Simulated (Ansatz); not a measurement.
**Pb: how the settings move a single-point run**

How sensitive is a single-point run of Pb to its settings? A reference run comes first, then one run with altered input.

The COD entry's cell or inner coordinates are ideal or old and differ from later refinements, so a difference from it is no clean test against experiment.

Method: reference: DFT, PBE, all-electron LAPW, Dirac equation with spin-orbit coupling, in Ansatz 0.2.0.

## 1. The system as given

Symmetry: Fm-3m, No. 225, cubic system. Conventional cell: a = 4.940 Å, b = 4.940 Å, c = 4.940 Å, α = 90.00°, β = 90.00°, γ = 90.00°. Around Pb (site symmetry m-3m) lie 12 Pb at 3.49 Å.

Structure file:

```xyz
1
Lattice="0.0000 2.4698 2.4698 2.4698 0.0000 2.4698 2.4698 2.4698 0.0000" Properties=species:S:1:pos:R:3 pbc="T T T"
Pb    0.0000    0.0000    0.0000
```

## 2. Baseline

Contents of input.yaml:

```yaml
crystal:
  lattice:
    - [0.0, 2.4698, 2.4698]
    - [2.4698, 0.0, 2.4698]
    - [2.4698, 2.4698, 0.0]
  atoms:
    - { symbol: Pb, position: [0.0, 0.0, 0.0] }
kpoints:
  mp_grid: { grid: [13, 13, 13] }
  band_path:
    path:
      - [0.0, 0.0, 0.0]
      - [0.5, 0.0, 0.5]
      - [0.625, 0.25, 0.625]
      - [0.375, 0.375, 0.75]
      - [0.0, 0.0, 0.0]
      - [0.5, 0.5, 0.5]
      - [0.5, 0.25, 0.75]
      - [0.5, 0.0, 0.5]
    npoints: 5
scf:
  occupations: { method: fermi_dirac, width: 0.08 }
hamiltonian:
  xc: pbe
  pseudopotentials: { kind: all_electron, lapw: { basis_error: 0.00025 } }
output:
  forces: true
  stress: true
  eigenvalues: true
magnetization:
  noncollinear: true
  spin_orbit: true
```

Launch:

```bash
$ ansatz run input.yaml --threads 1 --pin off --max-ram 2048MiB --backend cpu --events-out ev --progress --plain --runs-dir out
```

## 3. Changed: mp_grid.grid [10, 10, 10], scf.algorithm direct_min, dispersion d4

Edit input.yaml of step 2 so:

```diff
@@ -8,3 +8,3 @@
 kpoints:
-  mp_grid: { grid: [13, 13, 13] }
+  mp_grid: { grid: [10, 10, 10] }
   band_path:
@@ -22,2 +22,3 @@
   occupations: { method: fermi_dirac, width: 0.08 }
+  algorithm: direct_min
 hamiltonian:
@@ -25,2 +26,3 @@
   pseudopotentials: { kind: all_electron, lapw: { basis_error: 0.00025 } }
+  dispersion: d4
 output:
```

What does the calculation give? Wanted: for each run, ending; energy change; pressure; gap; force.

As calculated:

```csv
run,ending,energy change,pressure (GPa),gap (eV),force (eV/Å),cycles,time
reference,converged,0,2.9,0.00,0.00,7,34 s
"1: mp_grid.grid [10, 10, 10], scf.algorithm direct_min, dispersion d4",converged,-433.4 meV/atom (dispersion and other settings together),0.5,0.00,0.00,5,43 s
```

Residual by cycle in the longest SCF loop of each run; runs are numbered as in the table. The quantity is the density residual dr2, in eV.

```csv
cycle,reference,run 1
1,0.00158,0.00149
2,0.00111,2.0e-5
3,5.6e-4,1.7e-6
4,1.9e-4,8.4e-10
5,2.3e-5,3.4e-12
6,5.4e-7,-
7,8.0e-8,-
```

**Reading.** The energy moves by -433.4 meV/atom, nearly all of it the dispersion term itself (-433.6 meV/atom); that offset belongs to the model and is no gain or loss of stability; the pressure goes from 2.9 to 0.5 GPa.
